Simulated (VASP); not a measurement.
Write an ASE script for VASP 6.6.1 that does the following.

- Task: single point
- Functional: RPBE
- Potentials or basis: VASP PAW PBE potentials, release 64 (Ir)
- Cutoff: 520 eV
- k mesh: 12 × 12 × 12
- Occupations: gaussian, width 0.02 eV
- Spin: no spin polarisation
- Further INCAR settings: ALGO = Normal; EDIFF = 1.00e-06

The structure of Ir lies in Ir.cif:

```cif
data_Ir
_cell_length_a 3.83120000
_cell_length_b 3.83120000
_cell_length_c 3.83120000
_cell_angle_alpha 90.00000000
_cell_angle_beta 90.00000000
_cell_angle_gamma 90.00000000
_space_group_name_H-M_alt 'Fm-3m'
_space_group_name_Hall '-F 4 2 3'
_space_group_IT_number 225
loop_
_space_group_symop_operation_xyz
'x,y,z'
'-x,-y,-z'
'-y,x,z'
'y,-x,-z'
'-x,-y,z'
'x,y,-z'
'y,-x,z'
'-y,x,-z'
'x,-y,-z'
'-x,y,z'
'-y,-x,-z'
'y,x,z'
'-x,y,-z'
'x,-y,z'
'y,x,-z'
'-y,-x,z'
'z,x,y'
'-z,-x,-y'
'z,-y,x'
'-z,y,-x'
'z,-x,-y'
'-z,x,y'
'z,y,-x'
'-z,-y,x'
'-z,x,-y'
'z,-x,y'
'-z,-y,-x'
'z,y,x'
'-z,-x,y'
'z,x,-y'
'-z,y,x'
'z,-y,-x'
'y,z,x'
'-y,-z,-x'
'x,z,-y'
'-x,-z,y'
'-y,z,-x'
'y,-z,x'
'-x,z,y'
'x,-z,-y'
'-y,-z,x'
'y,z,-x'
'-x,-z,-y'
'x,z,y'
'y,-z,-x'
'-y,z,x'
'x,-z,y'
'-x,z,-y'
'x,y+1/2,z+1/2'
'-x,-y+1/2,-z+1/2'
'-y,x+1/2,z+1/2'
'y,-x+1/2,-z+1/2'
'-x,-y+1/2,z+1/2'
'x,y+1/2,-z+1/2'
'y,-x+1/2,z+1/2'
'-y,x+1/2,-z+1/2'
'x,-y+1/2,-z+1/2'
'-x,y+1/2,z+1/2'
'-y,-x+1/2,-z+1/2'
'y,x+1/2,z+1/2'
'-x,y+1/2,-z+1/2'
'x,-y+1/2,z+1/2'
'y,x+1/2,-z+1/2'
'-y,-x+1/2,z+1/2'
'z,x+1/2,y+1/2'
'-z,-x+1/2,-y+1/2'
'z,-y+1/2,x+1/2'
'-z,y+1/2,-x+1/2'
'z,-x+1/2,-y+1/2'
'-z,x+1/2,y+1/2'
'z,y+1/2,-x+1/2'
'-z,-y+1/2,x+1/2'
'-z,x+1/2,-y+1/2'
'z,-x+1/2,y+1/2'
'-z,-y+1/2,-x+1/2'
'z,y+1/2,x+1/2'
'-z,-x+1/2,y+1/2'
'z,x+1/2,-y+1/2'
'-z,y+1/2,x+1/2'
'z,-y+1/2,-x+1/2'
'y,z+1/2,x+1/2'
'-y,-z+1/2,-x+1/2'
'x,z+1/2,-y+1/2'
'-x,-z+1/2,y+1/2'
'-y,z+1/2,-x+1/2'
'y,-z+1/2,x+1/2'
'-x,z+1/2,y+1/2'
'x,-z+1/2,-y+1/2'
'-y,-z+1/2,x+1/2'
'y,z+1/2,-x+1/2'
'-x,-z+1/2,-y+1/2'
'x,z+1/2,y+1/2'
'y,-z+1/2,-x+1/2'
'-y,z+1/2,x+1/2'
'x,-z+1/2,y+1/2'
'-x,z+1/2,-y+1/2'
'x+1/2,y,z+1/2'
'-x+1/2,-y,-z+1/2'
'-y+1/2,x,z+1/2'
'y+1/2,-x,-z+1/2'
'-x+1/2,-y,z+1/2'
'x+1/2,y,-z+1/2'
'y+1/2,-x,z+1/2'
'-y+1/2,x,-z+1/2'
'x+1/2,-y,-z+1/2'
'-x+1/2,y,z+1/2'
'-y+1/2,-x,-z+1/2'
'y+1/2,x,z+1/2'
'-x+1/2,y,-z+1/2'
'x+1/2,-y,z+1/2'
'y+1/2,x,-z+1/2'
'-y+1/2,-x,z+1/2'
'z+1/2,x,y+1/2'
'-z+1/2,-x,-y+1/2'
'z+1/2,-y,x+1/2'
'-z+1/2,y,-x+1/2'
'z+1/2,-x,-y+1/2'
'-z+1/2,x,y+1/2'
'z+1/2,y,-x+1/2'
'-z+1/2,-y,x+1/2'
'-z+1/2,x,-y+1/2'
'z+1/2,-x,y+1/2'
'-z+1/2,-y,-x+1/2'
'z+1/2,y,x+1/2'
'-z+1/2,-x,y+1/2'
'z+1/2,x,-y+1/2'
'-z+1/2,y,x+1/2'
'z+1/2,-y,-x+1/2'
'y+1/2,z,x+1/2'
'-y+1/2,-z,-x+1/2'
'x+1/2,z,-y+1/2'
'-x+1/2,-z,y+1/2'
'-y+1/2,z,-x+1/2'
'y+1/2,-z,x+1/2'
'-x+1/2,z,y+1/2'
'x+1/2,-z,-y+1/2'
'-y+1/2,-z,x+1/2'
'y+1/2,z,-x+1/2'
'-x+1/2,-z,-y+1/2'
'x+1/2,z,y+1/2'
'y+1/2,-z,-x+1/2'
'-y+1/2,z,x+1/2'
'x+1/2,-z,y+1/2'
'-x+1/2,z,-y+1/2'
'x+1/2,y+1/2,z'
'-x+1/2,-y+1/2,-z'
'-y+1/2,x+1/2,z'
'y+1/2,-x+1/2,-z'
'-x+1/2,-y+1/2,z'
'x+1/2,y+1/2,-z'
'y+1/2,-x+1/2,z'
'-y+1/2,x+1/2,-z'
'x+1/2,-y+1/2,-z'
'-x+1/2,y+1/2,z'
'-y+1/2,-x+1/2,-z'
'y+1/2,x+1/2,z'
'-x+1/2,y+1/2,-z'
'x+1/2,-y+1/2,z'
'y+1/2,x+1/2,-z'
'-y+1/2,-x+1/2,z'
'z+1/2,x+1/2,y'
'-z+1/2,-x+1/2,-y'
'z+1/2,-y+1/2,x'
'-z+1/2,y+1/2,-x'
'z+1/2,-x+1/2,-y'
'-z+1/2,x+1/2,y'
'z+1/2,y+1/2,-x'
'-z+1/2,-y+1/2,x'
'-z+1/2,x+1/2,-y'
'z+1/2,-x+1/2,y'
'-z+1/2,-y+1/2,-x'
'z+1/2,y+1/2,x'
'-z+1/2,-x+1/2,y'
'z+1/2,x+1/2,-y'
'-z+1/2,y+1/2,x'
'z+1/2,-y+1/2,-x'
'y+1/2,z+1/2,x'
'-y+1/2,-z+1/2,-x'
'x+1/2,z+1/2,-y'
'-x+1/2,-z+1/2,y'
'-y+1/2,z+1/2,-x'
'y+1/2,-z+1/2,x'
'-x+1/2,z+1/2,y'
'x+1/2,-z+1/2,-y'
'-y+1/2,-z+1/2,x'
'y+1/2,z+1/2,-x'
'-x+1/2,-z+1/2,-y'
'x+1/2,z+1/2,y'
'y+1/2,-z+1/2,-x'
'-y+1/2,z+1/2,x'
'x+1/2,-z+1/2,y'
'-x+1/2,z+1/2,-y'
loop_
_atom_site_label
_atom_site_type_symbol
_atom_site_symmetry_multiplicity
_atom_site_Wyckoff_symbol
_atom_site_fract_x
_atom_site_fract_y
_atom_site_fract_z
_atom_site_occupancy
Ir1 Ir 4 a 0.0000000000 0.0000000000 0.0000000000 1
```

One way to write it, as run:

run.py

```python
from ase.calculators.vasp import Vasp
from ase.dft.bandgap import bandgap
from ase.io import read

atoms = read('Ir.cif', primitive_cell=True, subtrans_included=False)
calc = Vasp(
    directory='calc',
    xc='rpbe',
    pp='PBE',
    setups='materialsproject',
    prec='Accurate',
    encut=520,
    ediff=1e-06,
    ismear=0,
    sigma=0.02,
    lreal=False,
    lasph=True,
    nelm=60,
    algo='Normal',
    isif=2,
    lwave=False,
    lcharg=True,
    lelf=True,
    lvhar=True,
    kpts=[12, 12, 12],
    gamma=True,
)
atoms.calc = calc

print('energy (eV):', atoms.get_potential_energy())
print('free energy (eV):', atoms.get_potential_energy(force_consistent=True))
print('forces (eV/A):')
print(atoms.get_forces())
print('stress (eV/A^3, Voigt):', atoms.get_stress())
print('Fermi level (eV):', calc.get_fermi_level())
gap, top, bottom = bandgap(calc)
print('band gap (eV):', gap, 'from (spin, k, band)', top, 'to', bottom)
```

Potentials or basis: VASP PAW PBE potentials, release 64 (Ir).

Command:

```bash
$ python run.py
```

It gave:

- Pressure: 15.9 GPa
- Band gap on the k mesh: none (metal or under the smearing width)

Caveat: so large a pressure means that the cell lies far from this level's equilibrium, or that cutoff or potentials fall short; the potentials were made for another functional, which shifts forces and pressure.

It used 7.3 s of CPU time on 1 thread of Intel(R) Xeon(R) Platinum 8559C (Emerald Rapids), on a shared host, which was overloaded at the time.
